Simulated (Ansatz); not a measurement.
## NiSi: a fit and a missing row

NiSi, Pnma, a = 5.088 Å, b = 3.358 Å, c = 5.528 Å. Ansatz: PBEsol, PAW, 420 eV, Γ-centred 8×10×6 mesh on 8 atoms, Gaussian smearing 0.10 eV; no spin polarisation. Shape and atoms are relaxed at each volume; pressure is positive in compression.

```tsv
V (Å³/atom)	P (GPa)
11.096	12.91
11.450	5.98
11.805	0.01
12.159	-5.07
12.513	?
```

**Question.** Take V0 = 11.805 Å³/atom, count pressures from its P0 = 0.01 GPa, fit the third-order Birch–Murnaghan form to the other rows, and predict the missing pressure.

**Answer.** With the Eulerian strain f = ½[(V0/V)^(2/3) − 1] and y = (P − P0)/[3f(1 + 2f)^(5/2)], the form is the line y = B0 + 1.5 B0 (B0′ − 4) f. Rows (f, y): 0.02108, 184.0; 0.01028, 184.0; -0.00975, 182.4. Means f = 0.007203, y = 183.47; Σ(Δf)² = 0.0004894, ΣΔfΔy = 0.02713; the slope is their ratio. y = 183.1 + 55.42 f GPa, so B0 = 183.1 GPa and B0′ = 4 + 2 × (55.42)/(3 × 183.1) = 4.20. At V = 12.513, f = -0.01904, y = 182.04 and P = -9.43 GPa. The run gave -9.35 GPa, so the fit is 0.08 GPa too low, a small miss on the scale of the series. The form still works here, 33 % of the fitted range beyond its end.